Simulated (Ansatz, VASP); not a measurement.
Ge: VASP beside Ansatz

The input INCAR:

```
ALGO = Normal ; EDIFF = 1E-7
ENCUT = 520 ; GGA = PE
ISIF = 2 ; ISMEAR = -1
LASPH = T ; LCHARG = T
LELF = T ; LREAL = F
LVHAR = T ; LWAVE = F
NBANDS = 21 ; NELM = 80
PREC = Accurate ; SIGMA = 0.05
```

KPOINTS

```
k-points
0
Gamma
  11 11 11
```

POSCAR

```
Ge
1.0
   -2.5744897190      2.5744897190      1.3974126432
    2.5744897190     -2.5744897190      1.3974126432
    2.5744897190      2.5744897190     -1.3974126432
Ge
2
Direct
    0.4789340000      0.4743510000     -0.0067190000
    0.2450430000      0.7425210000      0.5069130000
```

Contents of input.yaml:

```yaml
crystal:
  lattice:
    - [-2.574489719, 2.574489719, 1.3974126432]
    - [2.574489719, -2.574489719, 1.3974126432]
    - [2.574489719, 2.574489719, -1.3974126432]
  atoms:
    - { symbol: Ge, position: [0.478934, 0.474351, -0.006719] }
    - { symbol: Ge, position: [0.245043, 0.742521, 0.506913] }
hamiltonian:
  xc: pbe
  pseudopotentials: { kind: paw }
kpoints:
  mp_grid: { grid: [11, 11, 11] }
scf:
  occupations: { method: fermi_dirac, width: 0.05 }
output:
  forces: true
  stress: true
  eigenvalues: true
  write_density: true
  write_potential: true
  elf: true
  volumetric_format: npy
```

Change from the starting cell: atoms moved at random, drawn with an rms of 0.05 Å.

Alike in both runs: task single point; functional PBE; k mesh 11 × 11 × 11; occupations fermi-dirac, width 0.05 eV; no spin polarisation.

```csv
,VASP,Ansatz
version,VASP 6.6.1,Ansatz 0.2.0
potentials or method,"VASP PAW PBE potentials, release 64 (Ge_d)",Ansatz PAW
plane-wave cutoff (eV),520,420
valence electrons in the cell,28,28
```

Ansatz gave:

```
gap on the k mesh at the Fermi level (eV)       : none
pressure (GPa)                                  : 3.3
largest component of the traceless stress (GPa) : 0.54
rms of the force components (eV/Å)              : 0.113
```

What did VASP give for the same quantities?

gap on the k mesh at the Fermi level (eV): none; pressure (GPa): 3.3; largest component of the traceless stress (GPa): 0.54; rms of the force components (eV/Å): 0.114.

Atom by atom the forces differ by 0.000 eV/Å (rms over components). A gap of «none» marks a metal or a gap that the smearing closes.
